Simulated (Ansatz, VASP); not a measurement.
LiH: VASP beside Ansatz

File INCAR:

```
PREC = Accurate
ENCUT = 520
EDIFF = 1E-7
ISMEAR = -1
SIGMA = 0.05
LREAL = F
LASPH = T
NELM = 80
ALGO = Normal
ISIF = 2
LWAVE = F
LCHARG = F
GGA = PE
NBANDS = 9
```

File KPOINTS:

```
Automatic mesh
0
Gamma
  11 11 11
```

POSCAR

```
LiH
1.0
    0.0000000000      2.0766964161      2.0766964161
    2.0766964161      0.0000000000      2.0766964161
    2.0766964161      2.0766964161      0.0000000000
Li H
1 1
Direct
    0.0000000000      0.0000000000      0.0000000000
    0.5000000000      0.5000000000      0.5000000000
```

input.yaml

```yaml
crystal:
  lattice:
    - [0.0, 2.0766964161, 2.0766964161]
    - [2.0766964161, 0.0, 2.0766964161]
    - [2.0766964161, 2.0766964161, 0.0]
  atoms:
    - { symbol: Li, position: [0.0, 0.0, 0.0] }
    - { symbol: H, position: [0.5, 0.5, 0.5] }
hamiltonian:
  xc: pbe
  pseudopotentials: { kind: paw }
kpoints:
  mp_grid: { grid: [11, 11, 11] }
scf:
  occupations: { method: fermi_dirac, width: 0.05 }
output:
  forces: true
  stress: true
  eigenvalues: true
```

Change from the starting cell: volume scaled by 1.06.

Alike in both runs: task single point; functional PBE; k mesh 11 × 11 × 11; occupations fermi-dirac, width 0.05 eV; no spin polarisation.

|  | VASP | Ansatz |
| --- | --- | --- |
| version | VASP 6.6.1 | Ansatz 0.2.0 |
| potentials or method | VASP PAW PBE potentials, release 64 (Li_sv, H) | Ansatz PAW |
| plane-wave cutoff (eV) | 520 | 420 |
| valence electrons in the cell | 4 | 4 |

```csv
,VASP,Ansatz,Ansatz less VASP
gap on the k mesh at the Fermi level (eV),3.22,3.23,+0.007
least direct gap on the mesh (eV),3.22,3.23,+0.007
```

Caveats: an odd mesh through Γ misses points on the zone boundary, where band edges often lie (VASP); odd divisions of the mesh miss points on the zone boundary, where band edges often lie, so the gap on the mesh can be too wide (Ansatz).
